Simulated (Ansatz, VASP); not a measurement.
# GaSb in two plane-wave programs, part 3 of 3

Aim: how closely do two programs agree when they are given the same cell, functional and k mesh? The cell is taken from a series of VASP runs on this material, whose earlier steps may have relaxed, scaled or displaced it; both programs get it as it stands.

VASP 6.6.1 and Ansatz 0.2.0.

So far. Step 4 (Differences): The walks stopped with 0.00 GPa left in Ansatz and -0.02 GPa in VASP; each walk ends within a tolerance, so the volume difference is uncertain by about these residues over the bulk modulus, most in soft cells.

**5. Ansatz: single point, HSE06, volume scaled by 1.015**

Level of this step: Ansatz beside VASP: Kohn-Sham DFT, plane waves, HSE06 (Ansatz).

A single point gives forces, pressure and levels at one fixed geometry, so differences don't come from the geometry; what else differs is listed under the comparison. The cell compared in this pair holds 58.32 Å³, against 57.03 Å³ for the pair before.

The cell is a member of a volume series, scaled by 1.015 from a relaxed one, so a pressure remains.

input.yaml reads:

```yaml
crystal:
  lattice:
    - [0.0, 3.07799568, 3.07799568]
    - [3.07799568, 0.0, 3.07799568]
    - [3.07799568, 3.07799568, 0.0]
  atoms:
    - { symbol: Sb, position: [0.25, 0.25, 0.25] }
    - { symbol: Ga, position: [0.0, 0.0, 0.0] }
hamiltonian:
  xc: { exchange: pbe, correlation: pbe, exx: { coeff: 0.25, omega: 0.2 } }
  pseudopotentials: { kind: paw }
kpoints:
  mp_grid: { grid: [4, 4, 4] }
scf:
  occupations: { method: gaussian, width: 0.03 }
  n_extra_bands: 4
output:
  forces: true
  stress: true
  eigenvalues: true
  write_density: true
  write_potential: true
  elf: true
  volumetric_format: npy
```

Command:

```
$ ansatz run input.yaml --threads 4 --pin off --max-ram 9216MiB --backend cpu --events-out ev --progress --plain --runs-dir out
```

Numbers of over 12 decimals in the logs are rounded to 6 here.

The log of the run:

```text
[...]
P = ⅓ Tr σ = -0.2554 GPa (-2.554 kbar)
--- Band table (eV; the first three rows and the last of 8) ---
  k-point 0: bands = [... 10 lower, -5.3277, 7.1282, 7.1282, 7.1282, 7.8748, 10.5984, 10.5984, 10.5984]
  k-point 1: bands = [... 10 lower, -4.6613, 2.9132, 6.4041, 6.4041, 8.5926, 11.5002, 11.5002, 13.1392]
  k-point 2: bands = [... 10 lower, -3.5652, 0.3158, 5.9145, 5.9145, 8.1639, 11.6020, 11.6020, 14.4107]
  k-point 7: bands = [... 10 lower, -2.6142, -0.0235, 3.6060, 3.8544, 11.6088, 12.1187, 12.3664, 12.6273]
[key lines of the parts left out:]
Free energy (F): -10272.513814 eV
Fermi energy:    7.502156 eV
```

Elapsed: 7.4 s, on 4 threads of Arm Neoverse V1, shared host; peak memory 0.86 GiB; 25 s of CPU time.

The run ends at a pressure of -0.26 GPa.

**6. VASP: single point, HSE06, volume scaled by 1.015**

The same cell, functional, mesh and smearing now go to VASP, with its own data sets and cutoff.

The run reads the wave functions of an earlier VASP run, which isn't shown here.

The input asks for a relaxation, which ended at its first step since no free force or stress exceeded the threshold; so it serves as a single point.

INCAR reads:

```
SYSTEM = GaSb
PREC = Accurate
ENCUT = 450
EDIFF = 1E-06
NELM = 100
ISMEAR = 0
SIGMA = 0.03
LREAL = .FALSE.
ALGO = Normal
LHFCALC = .TRUE.
AEXX = 0.25
GGA = PE
HFSCREEN = 0.2
LASPH = .TRUE.
NBANDS = 15
PRECFOCK = Fast
LORBIT = 11
LWAVE = .FALSE.
LCHARG = .FALSE.
KPAR = 8
IBRION = 2
NSW = 30
ISIF = 4
EDIFFG = -0.01
```

POSCAR reads:

```
GaSb
1.0
    0.0000000000      3.0779956771      3.0779956771
    3.0779956771      0.0000000000      3.0779956771
    3.0779956771      3.0779956771      0.0000000000
Sb Ga
1 1
Direct
    0.2500000000      0.2500000000      0.2500000000
    0.0000000000      0.0000000000      0.0000000000
```

KPOINTS reads:

```
Automatic mesh
0
Gamma
4 4 4
0 0 0
```

PAW data sets: Sb and Ga_d (PBE family, release 64).

Command:

```
$ mpirun -np 8 vasp_std
```

The log of the run:

```text
[banner, memory and clock lines left out]
running    8 mpi-ranks, on    1 nodes
[...]
[... a notice as in an earlier step ...]

 LDA part: xc-table for (Slater+PW92), standard interpolation
 found WAVECAR, reading the header
 POSCAR, INCAR and KPOINTS ok, starting setup
[...]
reading WAVECAR
 the WAVECAR file was read successfully
 initial charge from wavefunction
 entering main loop
       N       E                     dE             d eps       ncg     rms          rms(c)
DAV:   1    -0.880537553676E+01   -0.88054E+01   -0.25159E+00   328   0.175E+01    0.182E+01
DAV:   2    -0.881237041804E+01   -0.69949E-02   -0.79521E-02   338   0.350E+00    0.122E+01
DAV:   3    -0.880892789658E+01    0.34425E-02   -0.73257E-03   311   0.131E+00    0.743E+00
DAV:   4    -0.880795350346E+01    0.97439E-03   -0.93499E-04   296   0.350E-01    0.444E+00
DAV:   5    -0.880768984796E+01    0.26366E-03   -0.25055E-04   268   0.119E-01    0.265E+00
DAV:   6    -0.880762194889E+01    0.67899E-04   -0.55945E-05   283   0.581E-02    0.157E+00
DAV:   7    -0.880760342646E+01    0.18522E-04   -0.11378E-05   268   0.295E-02    0.936E-01
DAV:   8    -0.880759890353E+01    0.45229E-05   -0.35573E-06   282   0.148E-02    0.555E-01
DAV:   9    -0.880759965831E+01   -0.75477E-06   -0.14055E-06   274   0.769E-03
   1 F= -.88075997E+01 E0= -.88075997E+01  d E =-.880760E+01
[...]
reached required accuracy - stopping structural energy minimisation
```

Parts of OUTCAR (step 6):

```text
  Total       -0.2841340     -0.2841340     -0.2841340     -0.0000000      0.0000000      0.0000000
  in kB       -7.8054839     -7.8054839     -7.8054839     -0.0000000      0.0000000      0.0000000
  external PRESSURE =      -7.8054839 kB  Pullay stress =       0.0000000 kB

 POSITION                                       TOTAL-FORCE (eV/Angst)
 -----------------------------------------------------------------------------------
      1.53900      1.53900      1.53900         0.000000      0.000000      0.000000
      0.00000      0.00000      0.00000        -0.000000     -0.000000     -0.000000
 -----------------------------------------------------------------------------------
    total drift:                                0.000034     -0.000010      0.000023

  FREE ENERGIE OF THE ION-ELECTRON SYSTEM (eV)
  ---------------------------------------------------
  free  energy   TOTEN  =        -8.8075996583 eV

  energy  without entropy=       -8.8075996583  energy(sigma->0) =       -8.80759966

[... 1 part as in an earlier step ...]

[... 3 further parts left out ...]
[key lines of the parts left out:]
E-fermi :   4.4666
```

**7. Side by side**

What differs besides the data sets and the points named for the pairs above, as far as they apply: exact exchange at q = 0 is treated differently, which shows on coarse meshes; the cutoff is 420 eV in Ansatz and 450 eV in VASP; VASP takes a coarser grid for exact exchange (PRECFOCK = Fast). Total energies have different zeros and are not compared.

Both answers:

```csv
quantity,Ansatz,VASP,difference
pressure (GPa),-0.26,-0.78,+0.53
pressure without Ansatz's Pulay correction (GPa),-0.31,-0.78,+0.47
gap on the k mesh (eV),0.747,0.765,-0.019
```

A gap on the mesh is an upper bound, since the band edges may lie between its points. Ansatz's pressure holds a Pulay correction of 0.06 GPa; VASP's holds none.

**8. What came out**

```json
{
  "difference in volume (relaxation of cell and atoms, r2SCAN with rVV10)": "-0.32 %",
  "difference in gap on the k mesh (single point, HSE06, volume scaled by 1.015)": "-0.019 eV",
  "difference in pressure (single point, HSE06, volume scaled by 1.015)": "0.53 GPa"
}
```

The difference in pressure is 0.53 GPa (single point, HSE06, volume scaled by 1.015), within the 1 GPa picked in this series as the mark of a large difference. How closely two codes agree says nothing of how well the functional describes the real material.

[Lines on the potential files, build, host, timing and source positions are cut from VASP's logs without a mark.]

[Logs are printed without paths, hosts, clocks, repeated set-up lines and the standing remarks that a program may print on its own settings, such as how far it seeks lower states.]

[Hosts, paths, dates, database ids (printed as entryN), source tags and the programs' standing remarks are cut or masked in the printed files.]
